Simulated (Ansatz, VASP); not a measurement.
Given: the input of a run of VASP 6.6.1 on Re.

The input INCAR:

```
PREC     = Accurate       # precision mode
ENCUT    = 520            # plane-wave cutoff, eV
EDIFF    = 1E-7           # SCF threshold, eV
ISMEAR   = -1             # smearing method
SIGMA    = 0.05           # smearing width, eV
LREAL    = F              # projectors in reciprocal space
LASPH    = T              # aspherical terms in the spheres
NELM     = 80             # most SCF steps
ALGO     = Fast           # electronic algorithm
ISIF     = 2              # what is computed and relaxed
LWAVE    = F              # write WAVECAR
LCHARG   = T              # write CHGCAR
GGA      = PE             # functional
LELF     = T              # ELF
LVHAR    = T            
NBANDS   = 10             # bands
```

File KPOINTS:

```
regular mesh
0
Gamma
  12 12 12
```

The input POSCAR:

```
Re
1.0
    0.0000000000      2.0137353243      2.0137353243
    2.0137353243      0.0000000000      2.0137353243
    2.0137353243      2.0137353243      0.0000000000
Re
1
Direct
    0.0000000000      0.0000000000      0.0000000000
```

Potentials or basis: VASP PAW PBE potentials, release 64 (Re).

The run is started by

```bash
$ cat potpaw_PBE.64/Re/POTCAR > POTCAR
$ mpirun -np 1 vasp_std > vasp.out
```

Problem. Set up the same calculation for Ansatz 0.2.0. Potentials there: all-electron LAPW, scalar-relativistic.

Solution. As run (the cutoff follows the program's own potentials):

input.yaml

```yaml
crystal:
  lattice:
    - [0.0, 2.0137353243, 2.0137353243]
    - [2.0137353243, 0.0, 2.0137353243]
    - [2.0137353243, 2.0137353243, 0.0]
  atoms:
    - { symbol: Re, position: [0.0, 0.0, 0.0] }
kpoints:
  mp_grid: { grid: [12, 12, 12] }
scf:
  occupations: { method: fermi_dirac, width: 0.05 }
hamiltonian:
  xc: pbe
  pseudopotentials: { kind: all_electron, lapw: { basis_error: 0.0005 } }
output:
  forces: true
  stress: true
  eigenvalues: true
```

Potentials or basis: all-electron LAPW, scalar-relativistic.

Command:

```sh
$ ansatz run input.yaml --threads 1 --pin off --max-ram 2560MiB --backend cpu --events-out ev --progress --plain --runs-dir out
```

Both were run:

|  | VASP | Ansatz | Ansatz less VASP |
| --- | --- | --- | --- |
| gap on the k mesh at the Fermi level (eV) | none | none | - |
| pressure (GPa) | -26.3 | -25.3 | +1.00 |

A gap of «none» marks a metal or a gap that the smearing closes. Ansatz ran all-electron here, so the differences hold the error of VASP's frozen core and of both bases.

Caveats: so large a pressure means that the cell lies far from this level's equilibrium, or that cutoff or potentials fall short (VASP). The runs have no spin-orbit coupling, so splittings on Re are missing.
